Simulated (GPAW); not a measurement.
## SnSe2 in GPAW: convergence with bands over plane waves of the response

SnSe2:

```xyz
3
Lattice="3.7065 0.0000 0.0000 -1.8533 3.2100 0.0000 0.0000 0.0000 5.9678" Properties=species:S:1:pos:R:3 pbc="T T T"
Sn    0.0000    0.0000    0.0000
Se    1.8533    1.0700    4.4818
Se    0.0000    2.1400    1.4860
```

The cell isn't the ideal one: volume scaled by 0.92.

- Program: GPAW 26.7.0
- Task: G0W0 quasiparticle levels
- Functional: PBE
- Potentials or basis: GPAW PAW data sets (gpaw-data 1.2.1)
- Cutoff: 400 eV
- Basis: pw
- k mesh: 4 × 4 × 2
- Occupations: fermi-dirac, width 0.001 eV
- Spin: no spin polarisation
- Frequency: ppa
- Extrapolate: no
- Qp bands: 1
- Response ecut: 120 eV
- Band share: 0.15
- Maxiter: 150
- Integrate gamma: WS
- Vertex: none
- All k: no
- Response bands: 31

These are the settings of the first run; the series varies bands over plane waves of the response, with any setting tied to it.

Hardware: 1 thread of Arm Neoverse V1, on a shared host.

| bands over plane waves of the response | quasiparticle gap at the points computed (eV) | SCF cycles | CPU time (s) | peak memory (GiB) |
| --- | --- | --- | --- | --- |
| 0.15 | 1.718 | 11 | 43 | 0.34 |
| 0.25 | 1.685 | 11 | 54 | 0.34 |
| 0.4 | 1.681 | 11 | 72 | 0.34 |
| 0.6 | 1.683 | 11 | 95 | 0.35 |
| 0.8 | 1.684 | 11 | 120 | 0.35 |
| 1 | 1.684 | 11 | 140 | 0.36 |
| 1.4 | 1.683 | 11 | 200 | 0.42 |

Against the tightest run, the quasiparticle gap at the points computed stays within 0.05 eV from 0.15 on. The tightest run that finished is the yardstick and may itself not be fully converged.

Caveat, for the tightest run too: the k mesh is coarse (spacing up to 0.53 Å⁻¹), so the values aren't converged; the quasiparticle gap is taken among the few k points that were corrected; the long-wavelength limit can be off by a per cent or two; spin-orbit coupling is left out, which moves the levels of the heavy elements.
